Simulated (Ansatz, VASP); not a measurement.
**One calculation of GaN, two programs**

File INCAR:

```
PREC     = Accurate       # precision mode
ENCUT    = 520            # plane-wave cutoff, eV
EDIFF    = 1E-6           # SCF threshold, eV
ISMEAR   = -1             # smearing method
SIGMA    = 0.05           # smearing width, eV
LREAL    = F              # projectors in reciprocal space
LASPH    = T              # aspherical terms in the spheres
NELM     = 100            # most SCF steps
ALGO     = Normal         # electronic algorithm
ISIF     = 2              # what is computed and relaxed
LWAVE    = F              # write WAVECAR
LCHARG   = F              # write CHGCAR
GGA      = CA             # functional
NBANDS   = 16             # bands
```

The input KPOINTS:

```
regular mesh
0
Gamma
  11 11 11
```

POSCAR

```
GaN
1.0
    0.0000000000      2.1209041320      2.1209041320
    2.1209041320      0.0000000000      2.1209041320
    2.1209041320      2.1209041320      0.0000000000
Ga N
1 1
Direct
    0.0000000000      0.0000000000      0.0000000000
    0.5000000000      0.5000000000      0.5000000000
```

Contents of input.yaml:

```yaml
crystal:
  lattice:
    - [0.0, 2.120904132, 2.120904132]
    - [2.120904132, 0.0, 2.120904132]
    - [2.120904132, 2.120904132, 0.0]
  atoms:
    - { symbol: Ga, position: [0.0, 0.0, 0.0] }
    - { symbol: "N", position: [0.5, 0.5, 0.5] }
hamiltonian:
  xc: lda
  pseudopotentials: { kind: paw }
kpoints:
  mp_grid: { grid: [11, 11, 11] }
scf:
  occupations: { method: fermi_dirac, width: 0.05 }
output:
  forces: true
  stress: true
  eigenvalues: true
```

Measurements of this composition are mostly on another form, of space group No. 186.

Alike in both runs: task single point; functional LDA; k mesh 11 × 11 × 11; occupations fermi-dirac, width 0.05 eV; no spin polarisation.

```csv
,VASP,Ansatz
version,VASP 6.6.1,Ansatz 0.2.0
potentials or method,"VASP PAW LDA potentials, release 64 (Ga_d, N)",Ansatz PAW
plane-wave cutoff (eV),520,420
valence electrons in the cell,18,18
```

|  | VASP | Ansatz | Ansatz less VASP |
| --- | --- | --- | --- |
| gap on the k mesh at the Fermi level (eV) | 0.49 | 0.47 | -0.019 |
| least direct gap on the mesh (eV) | 2.70 | 2.67 | -0.029 |
| pressure (GPa) | -8.6 | -9.8 | -1.20 |

Caveats: an odd mesh through Γ misses points on the zone boundary, where band edges often lie (VASP); odd divisions of the mesh miss points on the zone boundary, where band edges often lie, so the gap on the mesh can be too wide (Ansatz); the pressure holds a Pulay correction of +0.8 GPa for the finite cutoff (Ansatz); the PAW data sets come from PBE, with cores solved anew for the run's functional, which leaves a small shift of forces and pressure (Ansatz).
